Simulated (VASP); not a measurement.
Write the native input for VASP 6.6.1 that does the following.

| Quantity | Value |
| --- | --- |
| Task | band structure |
| Functional | r2SCAN |
| Potentials or basis | VASP PAW PBE potentials, release 64 (Sn_d, S) |
| Cutoff | 520 eV |
| k mesh | 4 × 8 × 6 |
| Occupations | gaussian, width 0.03 eV |
| Spin | no spin polarisation |
| Further INCAR settings | ALGO = Normal; EDIFF = 1e-07 |

The structure of SnS lies in POSCAR:

```
SnS                                     
1.0
   11.1022381053      0.0000000000      0.0000000000
    0.0000000000      3.9856084138     -0.0000000000
    0.0000000000      0.0000000000      4.2298611247
  Sn              S             
     4     4
Direct
     0.1185162781974909    0.2500000000000000    0.1099914101621251
     0.3814837218025092    0.7500000000000000    0.6099914101621250
     0.6185162781974910    0.2500000000000000    0.3900085898378749
     0.8814837218025090    0.7500000000000000    0.8900085898378750
     0.8532534565978834    0.2500000000000000    0.4743738979948287
     0.6467465434021166    0.7500000000000000    0.9743738979948288
     0.3532534565978835    0.2500000000000000    0.0256261020051713
     0.1467465434021167    0.7500000000000000    0.5256261020051712
```

The input as run:

INCAR

```
SYSTEM = SnS
PREC = Accurate
ENCUT = 520
EDIFF = 1E-7
ISMEAR = 0
SIGMA = 0.03
LREAL = .FALSE.
LASPH = .TRUE.
NELM = 80
ALGO = Normal
ISIF = 2
LWAVE = .FALSE.
LCHARG = .FALSE.
METAGGA = R2SCAN
LMIXTAU = .TRUE.
KPAR = 2
```

KPOINTS

```
regular mesh
0
G
  4 8 6
  0 0 0
```

KPOINTS_OPT

```
explicit points
318
Reciprocal
 0.0000000000  0.0000000000  0.0000000000 1
 0.0000000000  0.0263157895  0.0000000000 1
 0.0000000000  0.0526315789  0.0000000000 1
 0.0000000000  0.0789473684  0.0000000000 1
 0.0000000000  0.1052631579  0.0000000000 1
 0.0000000000  0.1315789474  0.0000000000 1
[... 310 lines left out ...]
 0.0000000000  0.5000000000  0.0241422100 1
 0.0000000000  0.5000000000 -0.0241422100 1
```

Potentials or basis: VASP PAW PBE potentials, release 64 (Sn_d, S).

Run with:

```bash
$ cat potpaw_PBE.64/Sn_d/POTCAR potpaw_PBE.64/S/POTCAR > POTCAR
$ mpirun -np 2 vasp_std > vasp.out
```

It gave:

```yaml
Pressure: 2.0 GPa
Largest_force: 0.172 eV/Å
Band_gap_on_the_k_mesh: 0.87 eV, indirect (least direct gap 1.37 eV)
Band_gap_along_the_path: 0.77 eV, indirect (least direct gap 1.00 eV)
```

Caveat: the PAW data sets were made with another functional, which shifts forces and pressure a little; spin-orbit coupling is left out, which moves the levels of the heavy elements; the mesh misses the band edges, which the band path finds closer together.

Run time: 43 min on 2 MPI ranks on AMD EPYC 9R14 (Zen 4), on a shared host, peak memory 0.78 GiB a rank.
